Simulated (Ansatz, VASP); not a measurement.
# SiO2 (Quartz high): VASP beside Ansatz

```
CELL_PARAMETERS angstrom
5.03969 0.00000 0.00000
-2.51985 4.36450 0.00000
0.00000 0.00000 5.52647
ATOMIC_POSITIONS crystal
Si 0.50000 0.50000 0.33333
Si 0.00000 0.50000 0.66667
Si 0.50000 0.00000 0.00000
O 0.20777 0.79223 0.83333
O 0.41554 0.20777 0.16667
O 0.20777 0.41554 0.50000
O 0.79223 0.20777 0.83333
O 0.58446 0.79223 0.16667
O 0.79223 0.58446 0.50000
```

Alike in both runs: functional LDA; k mesh 6 × 6 × 6; occupations fermi-dirac, width 0.02 eV; no spin polarisation.

Ansatz relaxed the structure, and its values are those at the end. VASP's run is a single point on that final structure, the one shown.

|  | VASP | Ansatz |
| --- | --- | --- |
| version | VASP 6.6.1 | Ansatz 0.2.0 |
| potentials or method | VASP PAW LDA potentials, release 64 (Si, O) | PAW plane waves |
| plane-wave cutoff (eV) | 520 | 420 |
| valence electrons in the cell | 48 | 48 |

Ansatz gave:

| Property | Result |
| --- | --- |
| gap on the k mesh at the Fermi level (eV) | 5.50 |
| pressure (GPa) | 0.0 |

Question: Which values does VASP return?

Answer: gap on the k mesh at the Fermi level (eV): 5.49; pressure (GPa): 0.4.

Ansatz warned: «pseudo_functional_mismatch».

A k mesh can miss the band edges. Expect the measured gap to be larger: semilocal functionals such as LDA lack the derivative discontinuity.
